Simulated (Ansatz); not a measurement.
A band-structure calculation of CdSe (started from an entry of an open crystallographic database) with the plane-wave code Ansatz, at the level PBE. The geometry is the r2SCAN minimum.

Input file:
```yaml
crystal:
  lattice:
    - [4.3407185131, 0.0, 0.0]
    - [-2.1703592566, 3.7591725031, 0.0]
    - [0.0, 0.0, 7.076664969]
  atoms:
    - { symbol: Cd, position: [0.3333333333, 0.6666666667, 0.0045236775] }
    - { symbol: Cd, position: [0.6666666667, 0.3333333333, 0.5045236775] }
    - { symbol: Se, position: [0.3333333333, 0.6666666667, 0.3804763225] }
    - { symbol: Se, position: [0.6666666667, 0.3333333333, 0.8804763225] }
kpoints:
  mp_grid: { grid: [12, 12, 4] }
  band_path:
    path:
      - [[0.0, 0.0, 0.0], [0.5, 0.0, 0.0], [0.333333333333, 0.333333333333, 0.0], [0.0, 0.0, 0.0], [0.0, 0.0, 0.5], [0.5, 0.0, 0.5], [0.333333333333, 0.333333333333, 0.5], [0.0, 0.0, 0.5]]
      - [[0.5, 0.0, 0.5], [0.5, 0.0, 0.0]]
      - [[0.333333333333, 0.333333333333, 0.5], [0.333333333333, 0.333333333333, 0.0]]
    npoints: 10
hamiltonian:
  xc: pbe
scf:
  occupations: { method: fermi_dirac, width: 0.02 }
  n_extra_bands: 5
output:
  forces: true
  stress: true
  eigenvalues: true
```

Command: `ansatz run input.yaml --threads 2 --pin off --max-ram 2211MiB --backend cpu --events-out ev --progress --plain --runs-dir out`.

Main lines of the log:
```
Functional definition: PBE
Crystal: 4 atoms, lattice volume = 115.474 Å³
Basis set: ecut = 420 eV, 2273 PW (Γ)
Bands: 41, of which v1, the nominal top of the filled ones, is band 36 counted from 1 (35 counted from 0)
Symmetry: 12 space group operations
Space group: P63mc (ITA 186)
k-points: 57 of 576 (time reversal used)
preconditioner: auto → Resta (q_TF=auto, 2.522 Å⁻¹)  ε∞=4.6  [insulator: Δε(μ)=0.596 eV  σ=0.020 eV  ℏωp=20.7 eV]
SCF converged after 7 iterations
Free energy (F): -27449.573501 eV
Fermi energy:    7.425203 eV
--- Per-component energies (eV) ---
  E_band       = -1802.071236
  E_kinetic    = 1246.916199
  E_local      = -12896.183733
  E_nonlocal   = -1124.500762
  E_hartree    = 6126.907435
  E_xc         = -561.771915
  E_vxc        = -639.422345
  E_paw        = -11989.491668
  E_vpaw       = -642.718148
  E_ewald      = -8251.447851
--- Stress (GPa, compression-positive) ---
        1.426047       0.000000       0.000000
        0.000000       1.426047       0.000000
        0.000000       0.000000       1.496501
  P = ⅓ Tr σ = 1.4495 GPa (14.495 kbar)
```

Levels along the path, in eV from the valence top (v1 is the last filled band, c1 the first empty one):
```
point  distance (1/Å)     v3     v2     v1    c1    c2    c3
    Γ            0.00  -0.04   0.00   0.00  0.61  2.18  5.87
    ·            0.42  -1.30  -0.49  -0.37  2.53  3.45  5.13
    M            0.84  -1.77  -1.26  -0.72  3.16  3.34  4.79
    ·            1.08  -2.08  -1.40  -1.20  3.85  4.21  4.58
    K            1.32  -1.79  -1.79  -1.60  4.29  4.67  4.67
    ·            1.80  -1.62  -0.67  -0.60  2.95  4.03  5.11
    Γ            2.28  -0.04   0.00   0.00  0.61  2.18  5.87
    ·            2.51  -0.63  -0.12  -0.12  1.66  2.27  5.72
    A            2.73  -0.38  -0.38  -0.38  2.32  2.32  5.81
    ·            3.15  -1.31  -0.86  -0.86  3.32  3.32  4.97
    L            3.56  -1.30  -1.28  -1.28  2.93  2.93  4.85
    ·            3.80  -1.90  -1.12  -1.12  3.43  3.43  5.27
    H            4.05  -2.32  -1.07  -1.07  3.72  3.72  5.82
    ·            4.53  -1.32  -1.16  -1.16  3.65  3.65  4.98
    A            5.01  -0.38  -0.38  -0.38  2.32  2.32  5.81
    L            5.01  -1.30  -1.28  -1.28  2.93  2.93  4.85
    ·            5.19  -1.58  -1.06  -0.97  2.72  3.33  5.00
    ·            5.41  -1.76  -1.25  -0.73  3.14  3.34  4.82
    M            5.45  -1.77  -1.26  -0.72  3.16  3.34  4.79
    H            5.45  -2.32  -1.07  -1.07  3.72  3.72  5.82
    ·            5.59  -2.02  -1.22  -1.22  3.93  3.93  5.13
    ·            5.81  -1.72  -1.72  -1.64  4.37  4.59  4.59
    K            5.90  -1.79  -1.79  -1.60  4.29  4.67  4.67
```

With PBE the gap is 0.61 eV and direct, at Γ. The mean pressure is +1.45 GPa (compression positive), so PBE would enlarge the cell's volume.

No spin polarisation and no zero-point or thermal motion.

The runs are scalar-relativistic, without spin-orbit coupling.
